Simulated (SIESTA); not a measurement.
# CdS (Greenockite) under changes of volume

One of the cells (25.121 Å³/atom); the others are scaled copies at fixed shape and fractional positions:

```
CELL_PARAMETERS angstrom
4.15000 0.00000 0.00000
-2.07500 3.59401 0.00000
0.00000 0.00000 6.73700
ATOMIC_POSITIONS crystal
Cd 0.66667 0.33333 0.50000
Cd 0.33333 0.66667 0.00000
S 0.66667 0.33333 0.87500
S 0.33333 0.66667 0.37500
```

- Program: SIESTA 5.4.2
- Functional: PBEsol
- Potentials or basis: PseudoDojo 0.4 standard (PBEsol files)
- Basis: DZP (energy shift 0.003 Ry; two zetas on semicore shells)
- Grid cutoff: 800 Ry
- Energy shift: 0.003 Ry
- k mesh: 7 × 7 × 4
- Occupations: fermi-dirac, width 0.05 eV
- Spin: no spin polarisation

```tsv
volume (Å³/atom)	energy over the lowest point (meV/atom)	pressure (GPa)	gap on the mesh (eV)	largest force (eV/Å)
23.614	12.29	3.5	1.44	0.086
24.116	3.77	2.0	1.38	0.082
24.618	0.00	0.5	1.32	0.078
25.121	0.54	-0.8	1.27	0.072
25.623	4.78	-1.9	1.21	0.068
26.126	12.45	-3.0	1.16	0.065
26.628	?	?	?	?
```

What does the run at 26.628 Å³/atom give?

Energy over the lowest point 23.14 meV/atom; pressure -3.8 GPa; gap on the mesh 1.11 eV; largest force 0.061 eV/Å.

Worked out: A Birch-Murnaghan fit of order 3 (a polynomial in V^(-2/3)) to the other rows has its minimum at 24.80 Å³/atom with B0 = V·E''(V) = 64 GPa and B' = 4.8 at fixed shape and positions, which overstates the stiffness. It gives 23.07 meV/atom at 26.628 Å³/atom, against the run's 23.14, and -dE/dV = -3.8 GPa, against -3.8. A straight line through the other rows of the gap, of slope -2.77 eV per unit of ln V (its deformation potential), extrapolates to 1.11 eV, against the run's 1.11.

Energies are extrapolated to zero smearing.

Caveats: an odd mesh through Γ misses points on the zone boundary, where band edges often lie; the basis of atomic orbitals isn't converged, which shifts pressures, moduli and gaps. Spin-orbit coupling on Cd is left out.
